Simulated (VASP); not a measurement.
These are PBE GGA, VASP's PBE PAW potentials (set 64) (plane waves; VASP 6.6.1) values and carry that method's errors.

A VASP calculation is set up with these files.

### POSCAR
```
InN
1
   -0.0000000000     2.5261292114     2.5261292114
    2.5261292114     0.0000000000     2.5261292114
    2.5261292114     2.5261292114     0.0000000000
In N
1 1
Direct
  0.0000000000   0.0000000000   0.0000000000
  0.7500000000   0.7500000000   0.7500000000
```

### INCAR
```
SYSTEM = InN
PREC = Accurate; ENCUT = 530; LREAL = .FALSE.
LASPH = .TRUE.
EDIFF = 1E-6; NELM = 100; ALGO = Normal
LMAXMIX = 4
ISMEAR = 1; SIGMA = 0.1
GGA = PE
IBRION = 2; NSW = 60; ISIF = 3
EDIFFG = -0.01
LWAVE = .FALSE.; LCHARG = .FALSE.
```

File KPOINTS:
```
kpoints
0
G
11 11 11
```

POTCAR, in this order: In_d N (PBE.64 set). Program: vasp_std.

What VASP printed:

File OSZICAR:
```
       N       E                     dE             d eps       ncg     rms          rms(c)
DAV:   1     0.127292085755E+03    0.12729E+03   -0.92337E+03  1476   0.183E+03
DAV:   2    -0.180448259644E+01   -0.12910E+03   -0.12297E+03  1616   0.365E+02
DAV:   3    -0.126186177037E+02   -0.10814E+02   -0.10653E+02  1766   0.109E+02
DAV:   4    -0.129039261610E+02   -0.28531E+00   -0.28504E+00  1638   0.194E+01
DAV:   5    -0.129156412870E+02   -0.11715E-01   -0.11715E-01  2030   0.357E+00    0.967E+00
DAV:   6    -0.107351489548E+02    0.21805E+01   -0.83027E+00  2194   0.503E+01    0.539E+00
DAV:   7    -0.107009470505E+02    0.34202E-01   -0.59037E-01  1512   0.992E+00    0.214E+00
DAV:   8    -0.106885778701E+02    0.12369E-01   -0.10081E-01  1736   0.317E+00    0.585E-01
DAV:   9    -0.106850453767E+02    0.35325E-02   -0.91397E-03  2256   0.186E+00    0.226E-01
DAV:  10    -0.106855377558E+02   -0.49238E-03   -0.16079E-03  1526   0.379E-01    0.820E-02
DAV:  11    -0.106855758976E+02   -0.38142E-04   -0.66683E-05  1921   0.856E-02    0.203E-02
DAV:  12    -0.106855752894E+02    0.60825E-06   -0.30137E-05  1701   0.584E-02    0.134E-02
DAV:  13    -0.106855743782E+02    0.91114E-06   -0.41055E-06  1849   0.399E-02
   1 F= -.10685574E+02 E0= -.10685616E+02  d E =-.106856E+02
```

### OUTCAR
```
------------------------ aborting loop because EDIFF is reached ----------------------------------------
  FORCE on cell =-STRESS in cart. coord.  units (eV):
  Direction    XX          YY          ZZ          XY          YZ          ZX
  --------------------------------------------------------------------------------------
  Total       -0.0105518     -0.0105518     -0.0105518      0.0000000      0.0000000     -0.0000000
  in kB       -0.5243734     -0.5243734     -0.5243734      0.0000000      0.0000000     -0.0000000
  external PRESSURE =      -0.5243734 kB  Pullay stress =       0.0000000 kB
  volume of cell :       32.24
      direct lattice vectors                 reciprocal lattice vectors
     0.000000000  2.526129211  2.526129211    -0.197931285  0.197931285  0.197931285
     2.526129211  0.000000000  2.526129211     0.197931285 -0.197931285  0.197931285
     2.526129211  2.526129211  0.000000000     0.197931285  0.197931285 -0.197931285
 POSITION                                       TOTAL-FORCE (eV/Angst)
 -----------------------------------------------------------------------------------
      0.00000      0.00000      0.00000        -0.000000      0.000000     -0.000000
      3.78919      3.78919      3.78919         0.000000     -0.000000      0.000000
 -----------------------------------------------------------------------------------
    total drift:                                0.000000      0.000000      0.000000
  FREE ENERGIE OF THE ION-ELECTRON SYSTEM (eV)
  ---------------------------------------------------
  free  energy   TOTEN  =       -10.6855743782 eV

  energy  without entropy=      -10.6856983294  energy(sigma->0) =      -10.68561570

 reached required accuracy - stopping structural energy minimisation
```
(Selected blocks of OUTCAR.)

The compound is InN in the zinc blende structure, a metastable form; wurtzite is the usual one. It was relaxed first. The start is the result of an earlier pass.
